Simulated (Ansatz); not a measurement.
# LuH2 in Ansatz: the effect of target pressure

Crystal: LuH2.

```
Lu H
1.0
     0.00000    2.51650    2.51650
     2.51650    0.00000    2.51650
     2.51650    2.51650    0.00000
Lu H
1 2
Cartesian
  0.0000 0.0000 0.0000
  3.7748 3.7748 3.7748
  1.2583 1.2583 1.2583
```

Alike in all runs:

- Program: Ansatz 0.2.0
- Task: relaxation of cell and atoms
- Functional: r2SCAN
- Potentials or basis: Ansatz PAW
- Cutoff: 500 eV (not typed: the program's choice for these potentials)
- k mesh: 9 × 9 × 9
- Occupations: fermi-dirac, width 0.05 eV
- Spin: no spin polarisation

Each run relaxes the cell or the atoms first.

```tsv
target pressure	relaxed volume (Å³/atom)
0 GPa	10.38
2 GPa	10.17
5 GPa	9.90
10 GPa	9.51
20 GPa	?
30 GPa	8.42
```

Question: What does the run with target pressure 20 GPa give?

Answer: Relaxed volume 8.90 Å³/atom.

Worked out: In Murnaghan's law V^(-B') rises as a straight line in P. The other rows fit best with B' = 3.5, V0 = 10.38 Å³/atom and B0 = 97 GPa, which gives 8.89 Å³/atom at 20 GPa, against the run's 8.90.

Caveats: the plane-wave basis is chosen anew once the cell has moved, so the energies of steps on either side of that aren't comparable; the PAW data sets come from PBE, with cores solved anew for the run's functional, which leaves a small shift of forces and pressure; the volume moved by over 15 % at a fixed basis, so the end points are rough (some runs).
